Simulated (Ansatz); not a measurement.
# Preparing GaN (P6_3mc) as a host crystal, part 2 of 3

Before any defect goes in: GaN (P6_3mc) at rest, and how it screens a charge.

Ansatz 0.2.0; plane-wave PAW DFT, r2SCAN; relaxation of the host's cell and atoms; PAW set soft_1 (the session's first sound run).

So far. Step 3 (Dielectric tensors of the host): The principal values of the electronic dielectric tensor are 5.83, 5.83 and 6.02. The principal values of the static dielectric tensor are 10.10, 10.10 and 11.19.

### Step 4. Defect free supercell relaxed in its symmetry

This cell, the one that will hold the defects, is built from the relaxed host. Its coarser k-points can move the atoms a little, so it is relaxed from the symmetric sites, as the reference for the test of stability.

This step: plane-wave PAW DFT, r2SCAN; relaxation of the defect-free supercell in its symmetry; PAW set soft_1 (Ansatz 0.2.0).

System of this step: GaN (P6_3mc). The cell holds 72 atoms: 36 Ga and 36 N. Cell: a = 9.550 Å, b = 9.550 Å, c = 10.368 Å, α = 90.0°, β = 90.0°, γ = 120.0°.

Contents of pristine.symmetric/input.yaml:

```yaml
crystal:
  lattice:
    - [9.5498178172, 0.0, 0.0]
    - [-4.7749089086, 8.2703848312, 0.0]
    - [0.0, 0.0, 10.3676634614]
  atoms:
    - { symbol: Ga, position: [0.2222222222, 0.1111111111, 0.2495531182] }
    - { symbol: Ga, position: [0.1111111111, 0.2222222222, 0.4995531182] }
    - { symbol: "N", position: [0.2222222222, 0.1111111111, 0.4379468818] }
    - { symbol: "N", position: [0.1111111111, 0.2222222222, 0.1879468818] }
    - { symbol: Ga, position: [0.2222222222, 0.1111111111, 0.7495531182] }
    - { symbol: Ga, position: [0.1111111111, 0.2222222222, 0.9995531182] }
    - { symbol: "N", position: [0.2222222222, 0.1111111111, 0.9379468818] }
    - { symbol: "N", position: [0.1111111111, 0.2222222222, 0.6879468818] }
    - { symbol: Ga, position: [0.2222222222, 0.4444444444, 0.2495531182] }
    - { symbol: Ga, position: [0.1111111111, 0.5555555556, 0.4995531182] }
    - { symbol: "N", position: [0.2222222222, 0.4444444444, 0.4379468818] }
    - { symbol: "N", position: [0.1111111111, 0.5555555556, 0.1879468818] }
    - { symbol: Ga, position: [0.2222222222, 0.4444444444, 0.7495531182] }
    - { symbol: Ga, position: [0.1111111111, 0.5555555556, 0.9995531182] }
    - { symbol: "N", position: [0.2222222222, 0.4444444444, 0.9379468818] }
    - { symbol: "N", position: [0.1111111111, 0.5555555556, 0.6879468818] }
    - { symbol: Ga, position: [0.2222222222, 0.7777777778, 0.2495531182] }
    - { symbol: Ga, position: [0.1111111111, 0.8888888889, 0.4995531182] }
    - { symbol: "N", position: [0.2222222222, 0.7777777778, 0.4379468818] }
    - { symbol: "N", position: [0.1111111111, 0.8888888889, 0.1879468818] }
    - { symbol: Ga, position: [0.2222222222, 0.7777777778, 0.7495531182] }
    - { symbol: Ga, position: [0.1111111111, 0.8888888889, 0.9995531182] }
    - { symbol: "N", position: [0.2222222222, 0.7777777778, 0.9379468818] }
    - { symbol: "N", position: [0.1111111111, 0.8888888889, 0.6879468818] }
    - { symbol: Ga, position: [0.5555555556, 0.1111111111, 0.2495531182] }
    - { symbol: Ga, position: [0.4444444444, 0.2222222222, 0.4995531182] }
    - { symbol: "N", position: [0.5555555556, 0.1111111111, 0.4379468818] }
    - { symbol: "N", position: [0.4444444444, 0.2222222222, 0.1879468818] }
    - { symbol: Ga, position: [0.5555555556, 0.1111111111, 0.7495531182] }
    - { symbol: Ga, position: [0.4444444444, 0.2222222222, 0.9995531182] }
    - { symbol: "N", position: [0.5555555556, 0.1111111111, 0.9379468818] }
    - { symbol: "N", position: [0.4444444444, 0.2222222222, 0.6879468818] }
    - { symbol: Ga, position: [0.5555555556, 0.4444444444, 0.2495531182] }
    - { symbol: Ga, position: [0.4444444444, 0.5555555556, 0.4995531182] }
    - { symbol: "N", position: [0.5555555556, 0.4444444444, 0.4379468818] }
    - { symbol: "N", position: [0.4444444444, 0.5555555556, 0.1879468818] }
    - { symbol: Ga, position: [0.5555555556, 0.4444444444, 0.7495531182] }
    - { symbol: Ga, position: [0.4444444444, 0.5555555556, 0.9995531182] }
    - { symbol: "N", position: [0.5555555556, 0.4444444444, 0.9379468818] }
    - { symbol: "N", position: [0.4444444444, 0.5555555556, 0.6879468818] }
    - { symbol: Ga, position: [0.5555555556, 0.7777777778, 0.2495531182] }
    - { symbol: Ga, position: [0.4444444444, 0.8888888889, 0.4995531182] }
    - { symbol: "N", position: [0.5555555556, 0.7777777778, 0.4379468818] }
    - { symbol: "N", position: [0.4444444444, 0.8888888889, 0.1879468818] }
    - { symbol: Ga, position: [0.5555555556, 0.7777777778, 0.7495531182] }
    - { symbol: Ga, position: [0.4444444444, 0.8888888889, 0.9995531182] }
    - { symbol: "N", position: [0.5555555556, 0.7777777778, 0.9379468818] }
    - { symbol: "N", position: [0.4444444444, 0.8888888889, 0.6879468818] }
    - { symbol: Ga, position: [0.8888888889, 0.1111111111, 0.2495531182] }
    - { symbol: Ga, position: [0.7777777778, 0.2222222222, 0.4995531182] }
    - { symbol: "N", position: [0.8888888889, 0.1111111111, 0.4379468818] }
    - { symbol: "N", position: [0.7777777778, 0.2222222222, 0.1879468818] }
    - { symbol: Ga, position: [0.8888888889, 0.1111111111, 0.7495531182] }
    - { symbol: Ga, position: [0.7777777778, 0.2222222222, 0.9995531182] }
    - { symbol: "N", position: [0.8888888889, 0.1111111111, 0.9379468818] }
    - { symbol: "N", position: [0.7777777778, 0.2222222222, 0.6879468818] }
    - { symbol: Ga, position: [0.8888888889, 0.4444444444, 0.2495531182] }
    - { symbol: Ga, position: [0.7777777778, 0.5555555556, 0.4995531182] }
    - { symbol: "N", position: [0.8888888889, 0.4444444444, 0.4379468818] }
    - { symbol: "N", position: [0.7777777778, 0.5555555556, 0.1879468818] }
    - { symbol: Ga, position: [0.8888888889, 0.4444444444, 0.7495531182] }
    - { symbol: Ga, position: [0.7777777778, 0.5555555556, 0.9995531182] }
    - { symbol: "N", position: [0.8888888889, 0.4444444444, 0.9379468818] }
    - { symbol: "N", position: [0.7777777778, 0.5555555556, 0.6879468818] }
    - { symbol: Ga, position: [0.8888888889, 0.7777777778, 0.2495531182] }
    - { symbol: Ga, position: [0.7777777778, 0.8888888889, 0.4995531182] }
    - { symbol: "N", position: [0.8888888889, 0.7777777778, 0.4379468818] }
    - { symbol: "N", position: [0.7777777778, 0.8888888889, 0.1879468818] }
    - { symbol: Ga, position: [0.8888888889, 0.7777777778, 0.7495531182] }
    - { symbol: Ga, position: [0.7777777778, 0.8888888889, 0.9995531182] }
    - { symbol: "N", position: [0.8888888889, 0.7777777778, 0.9379468818] }
    - { symbol: "N", position: [0.7777777778, 0.8888888889, 0.6879468818] }
basis:
  ecutwfc: 500
  xc_grid: 2
hamiltonian:
  xc: r2scan
  pseudopotentials: { kind: paw, azcp: { folder: soft_1 } }
kpoints:
  mp_grid: { grid: [1, 1, 1] }
scf:
  occupations: { method: fermi_dirac, width: 0.01 }
  max_iter: 100
  lower_state_search: "off"
output:
  forces: true
relax:
  f_tol: 0.015
  max_steps: 60
  escape_saddle: false
checkpoint:
  write: "../pristine.symmetric.run"
  compress: false
  write_wavefunctions: false
  write_every: 100000
```

Launch:

```
> ansatz run input.yaml --threads 32 --pin off --max-ram 84787MiB --backend cuda --events-out ev --progress --plain --runs-dir out --max-vram 78GiB
```

Numbers of over 12 decimals in the logs are rounded to 6 here.

The log of the run:

```text
[...]
device memory: the entry about to start is reckoned to put 3.9 GiB on a device that reports 172.5 GiB free (of which the cap on the GPU budget leaves the run 78.0 GiB)
GPU FFT provider: cuFFT
GPU libraries: cuBLAS 13.8.1, cuFFT 12.4.0, cuSOLVER 12.3.2
GPU matrix products: emulated (plane waves: as basis.precision tells), large ones in fixed point in workspaces of 1.00 GiB
Crystal: 72 atoms, lattice volume = 818.845 Å³
Basis set: ecut = 500 eV, 20899 PW (Γ), exchange–correlation on 144×144×160 points (8 copies of the dense FFT grid, shifted against one another)
Bands: 396, of which v1, the nominal top of the filled ones, is band 324 counted from 1 (323 counted from 0)
Symmetry: 216 space group operations
[...]
k-points: 1
[...]
GPU buffer pool allocated for 414720 grid points (all kernels)
GPU transforms: local potential: pruned to the plane-wave sphere, on 72×72×75; band sums: pruned to the plane-wave sphere, on 72×72×80
[...]
SCF iter   1: F=-150310.483914 eV  HF=-150363.777484 eV  |Δ(HF+E_count)|=         —  Δρ=1.19e-1  dr2=9.52e1  dr2_τ=1.11e1  Hψ=1270
[...]
SCF iter   3: F=-150344.687752 eV  HF=-150344.939702 eV  |Δ(HF+E_count)|=    1.48e0  Δρ=1.83e-2  dr2=2.06e0  dr2_τ=1.35e-1  Hψ=336
automatic band count: iteration 3 solves 375 bands in place of 396: the levels show a gap, and the empty bands left out lie too high to hold charge; the band table lists the bands solved (type scf.n_extra_bands for more)
SCF iter   4: F=-150344.882125 eV  HF=-150344.857988 eV  |Δ(HF+E_count)|=   8.17e-2  Δρ=3.39e-3  dr2=6.76e-2  dr2_τ=3.21e-3  Hψ=660
[...]
SCF iter   8: F=-150344.893507 eV  HF=-150344.893506 eV  |Δ(HF+E_count)|=   3.50e-5  Δρ=1.96e-5  dr2=3.16e-6  dr2_τ=8.25e-8  Hψ=1352
SCF 1 converged in 8 iterations: F = -150344.893507 eV  dr2 = 3.16e-6
[...]
relax step   1: F+E_penalty+E_count = -150344.89350704 eV  Δ(F+E_penalty+E_count) = +0.000e0 eV  max|allowed force component| = 1.639e-2 eV/Å  Δτ_max = 0.0000 Å  (8 SCF iters, dr2 threshold 5.63e-6 eV, accepted)
[...]
SCF iter   4: F=-150344.893715 eV  HF=-150344.893715 eV  |Δ(HF+E_count)|=   1.67e-7  Δρ=2.16e-6  dr2=3.38e-8  dr2_τ=1.71e-9  Hψ=1307
SCF 2 converged in 4 iterations: F = -150344.893715 eV  dr2 = 3.38e-8
relax step   2: F+E_penalty+E_count = -150344.89371511 eV  Δ(F+E_penalty+E_count) = -2.081e-4 eV  max|allowed force component| = 1.150e-2 eV/Å  Δτ_max = 0.0002 Å  (4 SCF iters, accepted)
[...]
SCF iter   2: F=-150344.893715 eV  HF=-150344.893715 eV  |Δ(HF+E_count)|=   1.05e-9  Δρ=1.36e-6  dr2=1.35e-8  dr2_τ=2.71e-10  Hψ=1045
SCF 3 converged in 2 iterations: F = -150344.893715 eV  dr2 = 1.35e-8
SCF converged after 2 iterations
Free energy (F): -150344.893715 eV
[...]
Internal energy: -150344.893715 eV  (E = F + TS)
E sigma→0 (E₀):  -150344.893715 eV
Fermi energy:    10.709104 eV
[...]
--- Forces (eV/Å), atoms counted from 1 ---
  atom   1  Ga    -0.00000000    -0.00000000     0.01176025
  atom   2  Ga    -0.00000000     0.00000000     0.01176025
  atom   3  N     -0.00000000     0.00000000    -0.01125823
  atom   4  N      0.00000000     0.00000000    -0.01125823
  atom   5  Ga    -0.00000000     0.00000000     0.01176025
  atom   6  Ga    -0.00000000     0.00000000     0.01176025
  [... 66 more lines of this table ...]
  max |Σ_I F_I| component: 1.81e-2 eV/Å
--- Relaxed structure (2 steps of the walk, 2 accepted, 0 SCFs on fresh bases) ---
  F+E_penalty+E_count = -150344.89371511 eV   max|allowed force component| = 1.150e-2 eV/Å
  atoms:
    - { symbol: Ga, position: [0.222222, 0.111111, 0.249573] }
    - { symbol: Ga, position: [0.111111, 0.222222, 0.499573] }
    - { symbol: N, position: [0.222222, 0.111111, 0.437927] }
    - { symbol: N, position: [0.111111, 0.222222, 0.187927] }
    - { symbol: Ga, position: [0.222222, 0.111111, 0.749573] }
    - { symbol: Ga, position: [0.111111, 0.222222, 0.999573] }
  [... 66 more lines of this table ...]
```

It took 2.2 s on 1 × NVIDIA GB200 with 32 threads of Arm Neoverse V2, shared host; peak memory 1.3 GiB.

Hardly anything moved in the relaxation; the energy changed by under 0.2 meV an atom.

### Step 5. Defect free supercell relaxed from displaced atoms

This step: plane-wave PAW DFT, r2SCAN; relaxation of the defect-free supercell from random displacements, a test of the host's stability; PAW set soft_1 (Ansatz 0.2.0).

pristine.rattled/input.yaml, as its differences from pristine.symmetric/input.yaml of step 4:

```diff
@@ -94,6 +94,6 @@
   f_tol: 0.015
-  max_steps: 60
-  escape_saddle: false
+  max_steps: 120
+  random_displacement: { amplitude: 0.06, seed: 2187 }
 checkpoint:
-  write: "../pristine.symmetric.run"
+  write: "../pristine.rattled.run"
   compress: false
```

The log of the run:

```text
[...]
Crystal: 72 atoms, lattice volume = 818.845 Å³
Basis set: ecut = 500 eV, 20899 PW (Γ), exchange–correlation on 144×144×160 points (8 copies of the dense FFT grid, shifted against one another)
Bands: 396, of which v1, the nominal top of the filled ones, is band 324 counted from 1 (323 counted from 0)
Symmetry: 1 space group operations
k-points: 1
[...]
SCF iter   1: F=-150307.349647 eV  HF=-150361.602870 eV  |Δ(HF+E_count)|=         —  Δρ=1.20e-1  dr2=9.63e1  dr2_τ=1.13e1  Hψ=1282
[...]
SCF iter   3: F=-150342.263985 eV  HF=-150342.506977 eV  |Δ(HF+E_count)|=    1.50e0  Δρ=1.83e-2  dr2=2.06e0  dr2_τ=1.34e-1  Hψ=336
[...]
SCF 1 converged in 9 iterations: F = -150342.457975 eV  dr2 = 1.82e-6
[...]
relax step   1: F+E_penalty+E_count = -150342.45797484 eV  Δ(F+E_penalty+E_count) = +0.000e0 eV  max|allowed force component| = 1.768e0 eV/Å  Δτ_max = 0.0000 Å  (9 SCF iters, dr2 threshold 5.63e-6 eV, accepted)
[...]
relax step   2: F+E_penalty+E_count = -150344.20360580 eV  Δ(F+E_penalty+E_count) = -1.746e0 eV  max|allowed force component| = 9.856e-1 eV/Å  Δτ_max = 0.0575 Å  (6 SCF iters, dr2 threshold 1.00e-4 eV, accepted)
relax step   3: F+E_penalty+E_count = -150344.89368791 eV  Δ(F+E_penalty+E_count) = -6.901e-1 eV  max|allowed force component| = 1.831e-2 eV/Å  Δτ_max = 0.0566 Å  (6 SCF iters, dr2 threshold 6.07e-5 eV, accepted)
relax step   4: F+E_penalty+E_count = -150344.89369974 eV  Δ(F+E_penalty+E_count) = -1.183e-5 eV  max|allowed force component| = 1.816e-2 eV/Å  Δτ_max = 0.0000 Å  (4 SCF iters, accepted)
[...]
SCF iter   2: F=-150344.891530 eV  HF=-150344.891536 eV  |Δ(HF+E_count)|=   1.46e-4  Δρ=1.27e-4  dr2=4.33e-5  dr2_τ=6.49e-7  Hψ=733
[...]
SCF iter   5: F=-150344.893892 eV  HF=-150344.893892 eV  |Δ(HF+E_count)|=   3.43e-8  Δρ=2.93e-6  dr2=7.42e-8  dr2_τ=2.38e-9  Hψ=1353
SCF 5 converged in 5 iterations: F = -150344.893892 eV  dr2 = 7.42e-8
[...]
relax step   5: F+E_penalty+E_count = -150344.89389161 eV  Δ(F+E_penalty+E_count) = -1.919e-4 eV  max|allowed force component| = 2.975e-4 eV/Å  Δτ_max = 0.0015 Å  (5 SCF iters, accepted)
[...]
SCF iter   1: F=-150344.893892 eV  HF=-150344.893892 eV  |Δ(HF+E_count)|=         —  Δρ=2.93e-6  dr2=7.42e-8  dr2_τ=2.38e-9  Hψ=1558
[...]
SCF iter   2: F=-150344.893892 eV  HF=-150344.893892 eV  |Δ(HF+E_count)|=  6.69e-10  Δρ=1.80e-6  dr2=2.94e-8  dr2_τ=5.42e-10  Hψ=1047
SCF 6 converged in 2 iterations: F = -150344.893892 eV  dr2 = 2.94e-8
SCF converged after 2 iterations
Free energy (F): -150344.893892 eV
[...]
Internal energy: -150344.893892 eV  (E = F + TS)
E sigma→0 (E₀):  -150344.893892 eV
Fermi energy:    10.709479 eV
[...]
--- Forces (eV/Å), atoms counted from 1 ---
  atom   1  Ga    -0.00002823     0.00017501     0.00026477
  atom   2  Ga    -0.00019238     0.00008832     0.00029725
  atom   3  N      0.00018150    -0.00012576     0.00028862
  atom   4  N     -0.00007163    -0.00001081     0.00025206
  atom   5  Ga     0.00000556    -0.00021446     0.00021745
  atom   6  Ga     0.00015150    -0.00014007     0.00004783
  [... 66 more lines of this table ...]
  max |Σ_I F_I| component: 1.60e-2 eV/Å
--- Relaxed structure (5 steps of the walk, 5 accepted, 0 SCFs on fresh bases) ---
  F+E_penalty+E_count = -150344.89389161 eV   max|allowed force component| = 2.975e-4 eV/Å
  atoms:
    - { symbol: Ga, position: [0.221877, 0.110685, 0.249486] }
    - { symbol: Ga, position: [0.110770, 0.221802, 0.499487] }
    - { symbol: N, position: [0.221878, 0.110690, 0.437747] }
    - { symbol: N, position: [0.110769, 0.221800, 0.187748] }
    - { symbol: Ga, position: [0.221881, 0.110695, 0.749488] }
    - { symbol: Ga, position: [0.110769, 0.221803, 0.999488] }
  [... 66 more lines of this table ...]
```

Run time: 3.2 s. Hardware: 1 × NVIDIA GB200 with 32 threads; peak memory 1.3 GiB; 13 s of CPU time.

The steps of the relaxation:

```tsv
step	energy less that of the first step (eV)	largest force component (eV/Å)
1	0.0000	1.7681
2	-1.7456	0.9856
3	-2.4357	0.0183
4	-2.4357	0.0182
5	-2.4359	0.0003
```

The relaxation ends 34 meV an atom lower than the displaced start, with a largest force component of 3.0e-4 eV/Å.

### Step 6. Host on a dense mesh

This step: plane-wave PAW DFT, r2SCAN; single point of the defect-free host, a test of the k-point sampling; PAW set soft_1 (Ansatz 0.2.0).

System of this step: GaN (P6_3mc). Symmetry: P6_3mc, No. 186, hexagonal system. Conventional cell: a = 3.183 Å, b = 3.183 Å, c = 5.184 Å, α = 90.00°, β = 90.00°, γ = 120.00°. Nearest to Ga lie 4 N at 1.95 Å. N has 4 Ga at 1.95 Å nearest. Farther neighbours and most contacts between anions are not listed.

Contents of dense/input.yaml:

```yaml
crystal:
  lattice:
    - [3.1832726057, 0.0, 0.0]
    - [-1.5916363029, 2.7567949437, 0.0]
    - [0.0, 0.0, 5.1838317307]
  atoms:
    - { symbol: Ga, position: [0.6666666667, 0.3333333333, 0.4991062363] }
    - { symbol: Ga, position: [0.3333333333, 0.6666666667, 0.9991062363] }
    - { symbol: "N", position: [0.6666666667, 0.3333333333, 0.8758937637] }
    - { symbol: "N", position: [0.3333333333, 0.6666666667, 0.3758937637] }
basis:
  ecutwfc: 500
  xc_grid: 2
hamiltonian:
  xc: r2scan
  pseudopotentials: { kind: paw, azcp: { folder: soft_1 } }
kpoints:
  mp_grid: { grid: [10, 10, 6] }
scf:
  occupations: { method: fermi_dirac, width: 0.01 }
  max_iter: 100
  lower_state_search: "off"
checkpoint:
  write: "../dense.run"
  compress: false
  write_wavefunctions: false
  write_every: 100000
```

The log of the run:

```text
[...]
GPU FFT provider: cuFFT
GPU libraries: cuBLAS 13.8.1, cuFFT 12.4.0, cuSOLVER 12.3.2
[...]
Crystal: 4 atoms, lattice volume = 45.491 Å³
Basis set: ecut = 500 eV, 1129 PW (Γ), exchange–correlation on 48×48×80 points (8 copies of the dense FFT grid, shifted against one another)
Bands: 22, of which v1, the nominal top of the filled ones, is band 18 counted from 1 (17 counted from 0)
Symmetry: 12 space group operations
[...]
k-points: 56 of 600 (time reversal used)
[...]
GPU buffer pool allocated for 23040 grid points (all kernels)
GPU transforms: local potential and band sums: pruned to the plane-wave sphere, on 24×24×40
[...]
SCF iter   1: F=-8351.002026 eV  HF=-8353.742503 eV  |Δ(HF+E_count)|=         —  Δρ=1.16e-1  dr2=4.96e0  dr2_τ=5.78e-1  Hψ=5135
[...]
SCF iter   9: F=-8352.780591 eV  HF=-8352.780591 eV  |Δ(HF+E_count)|=   5.95e-8  Δρ=5.59e-6  dr2=1.19e-8  dr2_τ=2.03e-10  Hψ=2530
SCF 1 converged in 9 iterations: F = -8352.780591 eV  dr2 = 1.19e-8
[...]
SCF converged after 9 iterations
Free energy (F): -8352.780591 eV
[...]
Internal energy: -8352.780591 eV  (E = F + TS)
E sigma→0 (E₀):  -8352.780591 eV
Fermi energy:    10.649773 eV
[...]
```

Wall time 1.7 s (1 × NVIDIA GB200 with 32 threads); peak memory 0.95 GiB; 2.6 s of CPU time.

### Step 7. Defect free supercell at the zone centre

The supercell is run at the zone centre, to see how far that sampling misses the dense mesh.

System of this step: GaN (P6_3mc). The cell holds 72 atoms: 36 Ga and 36 N. Its edges and angles: a = 9.550 Å, b = 9.550 Å, c = 10.368 Å, α = 90.0°, β = 90.0°, γ = 120.0°.

pristine.sampling_gamma/input.yaml, as its differences from pristine.rattled/input.yaml of step 5:

```diff
@@ -90,10 +90,4 @@
   lower_state_search: "off"
-output:
-  forces: true
-relax:
-  f_tol: 0.015
-  max_steps: 120
-  random_displacement: { amplitude: 0.06, seed: 2187 }
 checkpoint:
-  write: "../pristine.rattled.run"
+  write: "../pristine.sampling_gamma.run"
   compress: false
```

The log of the run:

```text
[...]
GPU FFT provider: cuFFT
GPU libraries: cuBLAS 13.8.1, cuFFT 12.4.0, cuSOLVER 12.3.2
[...]
Crystal: 72 atoms, lattice volume = 818.845 Å³
Basis set: ecut = 500 eV, 20899 PW (Γ), exchange–correlation on 144×144×160 points (8 copies of the dense FFT grid, shifted against one another)
Bands: 396, of which v1, the nominal top of the filled ones, is band 324 counted from 1 (323 counted from 0)
Symmetry: 216 space group operations
[...]
k-points: 1
[...]
GPU buffer pool allocated for 414720 grid points (all kernels)
[...]
SCF iter   1: F=-150310.483929 eV  HF=-150363.777484 eV  |Δ(HF+E_count)|=         —  Δρ=1.19e-1  dr2=9.52e1  dr2_τ=1.11e1  Hψ=1270
[...]
SCF iter  10: F=-150344.893507 eV  HF=-150344.893507 eV  |Δ(HF+E_count)|=   6.98e-8  Δρ=6.96e-7  dr2=3.77e-9  dr2_τ=1.96e-10  Hψ=707
SCF 1 converged in 10 iterations: F = -150344.893507 eV  dr2 = 3.77e-9
[...]
SCF converged after 10 iterations
Free energy (F): -150344.893507 eV
[...]
Internal energy: -150344.893507 eV  (E = F + TS)
E sigma→0 (E₀):  -150344.893507 eV
Fermi energy:    10.708950 eV
[...]
```

Wall time 1.6 s (1 × NVIDIA GB200 with 32 threads); peak memory 1.2 GiB; 3.1 s of CPU time.

(Part 2 of 3 ends here.)

[Logs are printed without paths, hosts, clocks, repeated set-up lines and the standing remarks that a program may print on its own settings, such as how far it seeks lower states.]

[Hosts, paths, dates, database ids (printed as entryN), source tags and the programs' standing remarks are cut or masked in the printed files.]

[Runs of the host that timed out are not shown.]

[For some hosts the program warned that the k-mesh of the response run may be too coarse for force constants and the static dielectric constant; such warnings are not always shown.]

[The program warned that the k-mesh of a response run behind this text may be too coarse: force constants, and the static dielectric constant and all else formed from them, are not shown converged.]
